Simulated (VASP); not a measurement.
# Mg (P6_3/mmc) in VASP: notebook, part 2 of 2

VASP 6.6.1.

## (5) Electric field gradients, PBEsol0

Input file POSCAR:

```
Mg
1.0
    3.2093000000      0.0000000000      0.0000000000
   -1.6046500000      2.7793353284      0.0000000000
    0.0000000000      0.0000000000      5.2103000000
Mg
2
Direct
    0.6666666667      0.3333333333      0.7500000000
    0.3333333333      0.6666666667      0.2500000000
```

Input file INCAR.step1:

```
ALGO = Normal
EDIFF = 1E-5
ENCUT = 520
GGA = PE
ISIF = 2
ISMEAR = -5
LASPH = True
LCHARG = False
LREAL = False
LWAVE = True
NELM = 80
PREC = Accurate
SIGMA = 0.05
```

Input file INCAR.step2:

```
AEXX = 0.25
ALGO = Normal
EDIFF = 1E-8
ENCUT = 520
GGA = PS
ISIF = 2
ISMEAR = -5
ISTART = 1
LASPH = True
LCHARG = False
LEFG = True
LHFCALC = True
LREAL = False
LWAVE = False
NELM = 80
PREC = Accurate
PRECFOCK = Fast
SIGMA = 0.05
```

Input file KPOINTS:

```
k-points
0
Gamma
  5 5 3
```

Potentials or basis: VASP PAW PBE potentials, release 54 (Mg).

On the command line:

```sh
$ cat potpaw_PBE.54/Mg/POTCAR > POTCAR
$ cp INCAR.step1 INCAR
$ mpirun -np 1 vasp_std > vasp.out
$ cp INCAR.step2 INCAR
$ mpirun -np 1 vasp_std > vasp.out
```

OUTCAR:

```text
AEXX = 0.25
   EDIFF = 1E-8
   ENCUT = 520
   GGA = PS
   ISIF = 2
   ISMEAR = -5
   ISTART = 1
   LASPH = True
   LHFCALC = True
   LREAL = False
   NELM = 80
   PREC = Accurate
   PRECFOCK = Fast

 ion  position               nearest neighbor table
   1  0.667  0.333  0.750-   2 3.20   2 3.20   2 3.20   2 3.20   2 3.20   2 3.20
   2  0.333  0.667  0.250-   1 3.20   1 3.20   1 3.20   1 3.20   1 3.20   1 3.20

  LATTYP: Found a hexagonal cell.
 ALAT       =     3.2093000000
 C/A-ratio  =     1.6235004518

  Lattice vectors:

 A1 = (   3.2093000000,   0.0000000000,   0.0000000000)
 A2 = (  -1.6046500000,   2.7793353284,   0.0000000000)
 A3 = (   0.0000000000,   0.0000000000,   5.2103000000)

Analysis of symmetry for initial positions (statically):
=====================================================================
 Subroutine PRICEL returns:
 Original cell was already a primitive cell.

 Routine SETGRP: Setting up the symmetry group for a
 hexagonal supercell.

 Subroutine GETGRP returns: Found 24 space group operations
 (whereof 12 operations were pure point group operations)
 out of a pool of 24 trial point group operations.

The static configuration has the point symmetry D_3d.
 The point group associated with its full space group is D_6h.

Analysis of symmetry for dynamics (positions and initial velocities):
=====================================================================
 Subroutine PRICEL returns:
 Original cell was already a primitive cell.

 Routine SETGRP: Setting up the symmetry group for a
 hexagonal supercell.

 Subroutine GETGRP returns: Found 24 space group operations
 (whereof 12 operations were pure point group operations)
 out of a pool of 24 trial point group operations.

The dynamic configuration has the point symmetry D_3d.
 The point group associated with its full space group is D_6h.

 Subroutine INISYM returns: Found 24 space group operations
 (whereof 12 operations are pure point group operations),
 and found     1 'primitive' translations

----------------------------------------------------------------------------------------

                                     Primitive cell

  volume of cell :      46.4744

  direct lattice vectors                    reciprocal lattice vectors
     3.209300000  0.000000000  0.000000000     0.311594429  0.179899127  0.000000000
    -1.604650000  2.779335328  0.000000000     0.000000000  0.359798255  0.000000000
     0.000000000  0.000000000  5.210300000     0.000000000  0.000000000  0.191927528

  length of vectors
     3.209300000  3.209300000  5.210300000     0.359798255  0.359798255  0.191927528

  position of ions in fractional coordinates (direct lattice)
     0.666666667  0.333333333  0.750000000
     0.333333333  0.666666667  0.250000000

  ion indices of the primitive-cell ions
   primitive index   ion index
                 1           1
                 2           2

[... 78 lines left out ...]
     AMIX_MAG =   1.60;   BMIX_MAG =  1.00
  volume/ion in A,a.u.               =      23.24       156.81
  Fermi-wavevector in a.u.,A,eV,Ry     =   0.722809  1.365911  7.108401  0.522453
  Thomas-Fermi vector in A             =   1.812866
   LORBIT       =      0    0 simple, 1 ext, 2 COOP (PROOUT), +10 PAW based schemes
   GGA     = PS    functional components
   LHFCALC =     T    Hartree Fock is set to
   PRECFOCK=fast      Normal, Fast or Accurate (Low or Medium for compatibility)
   ENCUT4O =  -1.0   cutoff for four orbital integrals eV
   NKREDX  =     1    reduce k-point grid by
   NKREDY  =     1    reduce k-point grid by
   NKREDZ  =     1    reduce k-point grid by
   AEXX    =    0.2500 exact exchange contribution
   HFSCREEN=    0.0000 screening length (either q_TF or 0.3 A-1)
   HFSCREENC=   0.0000 screening length for correlation (either q_TF or 0.3 A-1)
   ENCUTFOCK=  -1.0 apply spherical cutoff to Coloumb kernel
   IVDW    =     0    specifies the selected vdW correction
   LEPSILON=     F    determine dielectric tensor
   LRPA    =     F    only Hartree local field effects (RPA)
 non-spin polarized calculation
 Fermi weights with tetrahedron method with Bloechl corrections
  energy-cutoff  :      520.00
  volume of cell :       46.47
 maximum number of plane-waves:      1265
 NGX is ok and might be reduce to    24
  NGX = 14; NGY = 14; NGZ = 24

 number of electron       4.0000000 magnetization

 Free energy of the ion-electron system (eV)
  ---------------------------------------------------
  ext. energy  EPLUGINS =         0.00000000
  ---------------------------------------------------
  free energy    TOTEN  =        -3.33874520 eV

  energy without entropy =       -3.33874520  energy(sigma->0) =       -3.33874520

 E-fermi :   2.3160     XC(G=0):  -6.7069

 val. band max:        2.7707370772   @ k =   0.2000   0.2000   0.0000
 cond. band min:       1.4462049753   @ k =   0.0000   0.0000   0.0000
 fundamental gap:     -1.3245321019
 Fermi energy:         2.3159650048

 k-point     1 :       0.0000    0.0000    0.0000
  band No.  band energies     occupation
      1      -5.8873      2.00000
      2       0.1090      2.00000
      3       1.4462      0.73903
      4      14.5439      0.00000
      5      14.5439      0.00000
      6      14.6816      0.00000
[... 73 lines left out ...]
 k-point    10 :       0.4000    0.2000    0.3333
  band No.  band energies     occupation
      1       0.9911      2.00000
      2       1.0177      2.00330
      3       3.7555      0.00000
      4       3.8259      0.00000
      5       6.1136      0.00000
      6       7.8919      0.00000

------------------------ aborting loop because EDIFF is reached ----------------------------------------

  FORCE on cell =-STRESS in cart. coord.  units (eV):
  Direction    XX          YY          ZZ          XY          YZ          ZX
  --------------------------------------------------------------------------------------
  -------------------------------------------------------------------------------------
  Total        0.0116638      0.0116638     -1.6774519      0.0000000      0.0000000      0.0000000
  in kB        0.4021009      0.4021009    -57.8291318      0.0000000      0.0000000      0.0000000
  external PRESSURE =     -19.0083100 kB  Pullay stress =       0.0000000 kB

 VOLUME and BASIS-vectors are now :
 -----------------------------------------------------------------------------
  energy-cutoff  :      520.00
  volume of cell :       46.47
      direct lattice vectors                 reciprocal lattice vectors
     3.209300000  0.000000000  0.000000000     0.311594429  0.179899127  0.000000000
    -1.604650000  2.779335328  0.000000000     0.000000000  0.359798255  0.000000000
     0.000000000  0.000000000  5.210300000     0.000000000  0.000000000  0.191927528

 POSITION                                       TOTAL-FORCE (eV/Angst)
 -----------------------------------------------------------------------------------
      1.60465      0.92645      3.90773        -0.000000      0.000000      0.000000
     -0.00000      1.85289      1.30258         0.000000      0.000000     -0.000000
 -----------------------------------------------------------------------------------
    total drift:                                0.000000     -0.000000     -0.000000

  FREE ENERGIE OF THE ION-ELECTRON SYSTEM (eV)
  ---------------------------------------------------
  free  energy   TOTEN  =        -3.3387452018 eV

  energy  without entropy=       -3.3387452018  energy(sigma->0) =       -3.33874520

 Electric field gradients (V/A^2)
---------------------------------------------------------------------
 ion       V_xx      V_yy      V_zz      V_xy      V_xz      V_yz
---------------------------------------------------------------------
   1       2.170     2.170    -4.340    -0.000    -0.000     0.000
   2       2.170     2.170    -4.340    -0.000    -0.000     0.000
---------------------------------------------------------------------

 Electric field gradients after diagonalization (V/A^2)
 (convention: |V_zz| > |V_xx| > |V_yy|)
----------------------------------------------------------------------
 ion       V_xx      V_yy      V_zz     asymmetry (V_yy - V_xx)/ V_zz
----------------------------------------------------------------------
   1       2.170     2.170    -4.340       0.000
   2       2.170     2.170    -4.340       0.000
----------------------------------------------------------------------

           NMR quadrupolar parameters

 Cq : quadrupolar parameter    Cq=e*Q*V_zz/h
 eta: asymmetry parameters     (V_yy - V_xx)/ V_zz
 Q  : nuclear electric quadrupole moment in mb (millibarn)
----------------------------------------------------------------------
 ion       Cq(MHz)       eta       Q (mb)
----------------------------------------------------------------------
   1      -0.010       0.000       1.000
   2      -0.010       0.000       1.000
----------------------------------------------------------------------
```

OUTCAR.step1:

```text
EDIFF = 1E-5
   ENCUT = 520
   GGA = PE
   ISIF = 2
   ISMEAR = -5
[... 301 lines left out ...]
 -----------------------------------------------------------------------------------
      1.60465      0.92645      3.90773         0.000000      0.000000      0.000000
     -0.00000      1.85289      1.30258        -0.000000      0.000000      0.000000
 -----------------------------------------------------------------------------------
    total drift:                                0.000000     -0.000000      0.000000

  FREE ENERGIE OF THE ION-ELECTRON SYSTEM (eV)
  ---------------------------------------------------
  free  energy   TOTEN  =        -3.0565415642 eV

  energy  without entropy=       -3.0565415642  energy(sigma->0) =       -3.05654156
```

It took 64 s on 1 thread of Intel Xeon Platinum 8559C (Emerald Rapids), shared host; peak memory 0.15 GiB.

Results:

```yaml
Free_energy: -3.3387 eV
Pressure: -1.9 GPa
Band_gap_on_the_k_mesh: none (metal or under the smearing width)
```

Electric field gradients, principal values (V/Å²):
```tsv
atom	Vxx	Vyy	Vzz
1 Mg	2.170	2.170	-4.340
2 Mg	2.170	2.170	-4.340
```

Caveat: the k mesh is coarse (spacing up to 0.45 Å⁻¹), so the values aren't converged, least of all with exact exchange; the PAW data sets were made with another functional, which shifts forces and pressure a little; tetrahedron occupations give inexact forces and stress in metals.

## (6) Band structure, PBE+TS-HI (atoms moved at random, drawn with an rms of 0.05 Å)

Input file run.py:

```python
from ase.calculators.vasp import Vasp
from ase.dft.bandgap import bandgap
from ase.io import read

atoms = read('POSCAR')
calc = Vasp(
    directory='calc',
    xc='pbe',
    pp='PBE',
    setups='recommended',
    pp_version='54',
    prec='Accurate',
    encut=520,
    ediff=1e-08,
    ismear=1,
    sigma=0.2,
    lreal=False,
    lasph=True,
    nelm=80,
    algo='Normal',
    isif=2,
    lwave=False,
    lcharg=True,
    ivdw=21,
    kpts=[7, 7, 3],
    gamma=True,
)
atoms.calc = calc

print('energy (eV):', atoms.get_potential_energy())
print('free energy (eV):', atoms.get_potential_energy(force_consistent=True))
efermi = calc.get_fermi_level()
print('Fermi level (eV):', efermi)
path = atoms.cell.bandpath(npoints=40, eps=1e-4)
print('path:', path.path)
calc.set(kpts=path.kpts, reciprocal=True, icharg=11, isym=0, lcharg=False)
calc.calculate(atoms)
print('gap on the path (eV):', bandgap(calc, efermi=efermi)[0])
print('direct gap on the path (eV):', bandgap(calc, efermi=efermi, direct=True)[0])
```

Input file POSCAR:

```
Mg
1.0
    3.2093000000      0.0000000000      0.0000000000
   -1.6046500000      2.7793353284      0.0000000000
    0.0000000000      0.0000000000      5.2103000000
Mg
2
Direct
    0.6716710000      0.3385810000      0.7543150000
    0.3365900000      0.6809960000      0.2431600000
```

Potentials or basis: VASP PAW PBE potentials, release 54 (Mg).

On the command line:

```sh
$ python run.py
```

Wall time 45 s (1 thread of Intel Xeon Platinum 8559C (Emerald Rapids), shared host); peak memory 0.14 GiB.

These settings aren't checked as converged (typed here: k = 7 × 7 × 3; EDIFF = 1e-08): the numbers below hold their error.

Results:

```yaml
Band_gap_along_the_path: none (metal or under the smearing width)
Dispersion_energy_per_atom: -0.431 eV
```

Caveat: the k mesh is coarse (spacing up to 0.40 Å⁻¹), so the values aren't converged; the log is that of the step along the path at fixed density, whose energy, stress, charges and moments have no meaning; pairwise dispersion overbinds metals, which lowers pressure and volume.

## (7) The reference run

An earlier run on the cell as given: functional PBE; potentials or basis VASP PAW PBE potentials, release 64 (Mg); cutoff 520 eV; k mesh 10 × 10 × 5; occupations fermi-dirac, width 0.05 eV; no spin polarisation.

* Pressure: -0.5 GPa
* Band gap on the k mesh: none (metal or under the smearing width)

## (8) Summary

```tsv
task	level	potentials or basis	k mesh	cutoff (eV)	smearing	grid for exact exchange (PRECFOCK)	exchange at q = 0	mesh quality	gap on the mesh (eV)	pressure (GPa)
band structure	PBE	VASP PAW PBE potentials, release 54 (Mg)	10 × 10 × 5	520	fermi-dirac 0.05 eV	-	-	not flagged	-	-
band structure	PBE	VASP PAW PBE potentials, release 54 (Mg)	10 × 10 × 5	500	fermi-dirac 0.05 eV	-	-	not flagged	-	-
band structure	HSEsol	VASP PAW PBE potentials, release 64 (Mg)	5 × 5 × 3	520	fermi-dirac 0.05 eV	Normal	-	coarse	-	-1.1
electric field gradients	PBEsol0	VASP PAW PBE potentials, release 54 (Mg)	5 × 5 × 3	520	tetrahedron	Fast	default	coarse	none	-1.9
single point	PBE	VASP PAW PBE potentials, release 64 (Mg)	10 × 10 × 5	520	fermi-dirac 0.05 eV	-	-	not flagged	none	-0.5
```

Some of these runs hold the atoms at other places in the same cell, which the table doesn't show; runs alike in all that it shows share one row.

Alike in all rows: no spin polarisation; cell as given.

Caveats: some runs use coarse meshes; the PAW data sets were made with another functional, which shifts forces and pressure a little (some runs); tetrahedron occupations give inexact forces and stress in metals (some runs).

Absolute energies hang on the potentials; compare differences alone.
